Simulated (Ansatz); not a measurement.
## Strain and the gap of KBr (zincblende)

KBr built on the zincblende prototype, relaxed with r2SCAN in the plane-wave code Ansatz. Space group F-43m (No. 216), cubic; a = 7.377 Å in the conventional setting, 50.17 Å³ an atom. K is surrounded by 4 Br at 3.19 Å; Br is surrounded by 4 K at 3.19 Å.

The axes x, y and z are those of this cell:
```
K Br
1.0
     0.00000    3.68830    3.68830
     3.68830    0.00000    3.68830
     3.68830    3.68830    0.00000
K Br
1 1
Direct
  0.00000 0.00000 0.00000
  0.25000 0.25000 0.25000
```

Unstrained: With PBE the valence top lies at k = (0, 0.229, -1/4) and the conduction bottom at Γ, 4.282 eV higher; the smallest vertical gap, at Γ, is 4.298 eV. Least and direct gap differ so little that the kind isn't settled. The r2SCAN gap is indirect, 4.841 eV (k = (0, 0.229, -1/4) to Γ), below the direct gap of 4.856 eV at Γ. Least and direct gap differ so little that the kind isn't settled. The HSE06 gap is indirect, 5.392 eV (k = (0, 0.229, -1/4) to Γ), below the direct gap of 5.405 eV at Γ. Least and direct gap differ so little that the kind isn't settled. Meshes: PBE 6×6×6, r2SCAN 6×6×6, HSE06 4×4×4. Strains are changes of length per length. After each strain the atoms were relaxed again with r2SCAN within the symmetry that the strain leaves, so tilts or polar shifts that break it weren't tested; points keep the names that they have in the unstrained zone. The cell comes from a prototype generator: it can be a known phase or a hypothetical one. Spin polarisation is off.

Changes of the least gap in eV (an overlap counts as a negative gap):
```
                                                       strain  volume change (%)  space group     PBE  r2SCAN   HSE06  energy rise, r2SCAN (meV/atom)
                                     uniaxial +3.35 % along z               +3.3        I-4m2  -0.075  -0.065  -0.080                             1.7
                            isotropic -0.31 % on every length               -0.9        F-43m  +0.017  +0.014  +0.017                             0.2
epitaxial -1.13 % in the xy plane, free normal strain +2.16 %               -0.1        I-4m2  -0.015  -0.016       –                             0.1
```

Uniaxial +3.35 % along z, other directions held. HSE06: the gap goes from 5.392 to 5.312 eV (-0.080 eV); the edges go from (0, 0.229, -1/4) → Γ to Γ–K (0.67) → Γ. Stress change with r2SCAN, compression positive: xx -0.30, yy -0.30, zz -0.34 GPa.

Isotropic -0.31 % on every length. HSE06: the gap goes from 5.392 to 5.409 eV (+0.017 eV). Stress change with r2SCAN, compression positive: xx +0.10, yy +0.10, zz +0.10 GPa. For HSE06, dE_g/d ln V = -1.9 eV over this step.

Epitaxial -1.13 % in the xy plane, free normal strain +2.16 %. r2SCAN: the gap goes from 4.841 to 4.825 eV (-0.016 eV); the edges go from (0, 0.229, -1/4) → Γ to Γ–K (0.72) → Γ. Stress change with r2SCAN, compression positive: xx +0.01, yy +0.01, zz -0.01 GPa.

The runs are scalar-relativistic, without spin-orbit coupling.

Where an edge lies off the special points, it is a point of the mesh or the k point where a search put PBE's edge or least direct gap, reused for the other functionals, whose own edges may lie a little apart.

Coordinates of k points refer to the reciprocal vectors of the primitive cell of the runs.

The meshes of the hybrids are coarse, so their gaps aren't converged to the digits shown.
